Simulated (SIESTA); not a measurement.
Crystal: Pd.

```
CELL_PARAMETERS angstrom
2.78367 0.00000 0.00000
-1.39183 2.41072 0.00000
0.00000 0.00000 4.62889
ATOMIC_POSITIONS crystal
Pd 0.33333 0.66667 0.25000
Pd 0.66667 0.33333 0.75000
```

This isn't the form of Pd at room conditions, which is fcc.

Base run:

```yaml
Program: SIESTA 5.4.2
Functional: PBEsol
Potentials_or_basis: PseudoDojo 0.4 standard (PBEsol files)
Basis: SZP (energy shift 0.003 Ry)
Grid_cutoff: 800 Ry
Energy_shift: 0.003 Ry
k_mesh: 11 × 11 × 6
Occupations: fermi-dirac, width 0.05 eV
Spin: no spin polarisation
```

Its results: band gap on the k mesh none (metal or under the smearing width); pressure -12.5 GPa.

Q: The run is repeated on the same cell with these changes: basis from SZP (energy shift 0.003 Ry) to TZP (energy shift 0.003 Ry; two zetas on semicore shells). What comes out?

A: Band gap on the k mesh none (metal or under the smearing width); pressure -9.1 GPa.

Caveats: the basis of atomic orbitals isn't converged, which shifts pressures, moduli and gaps.
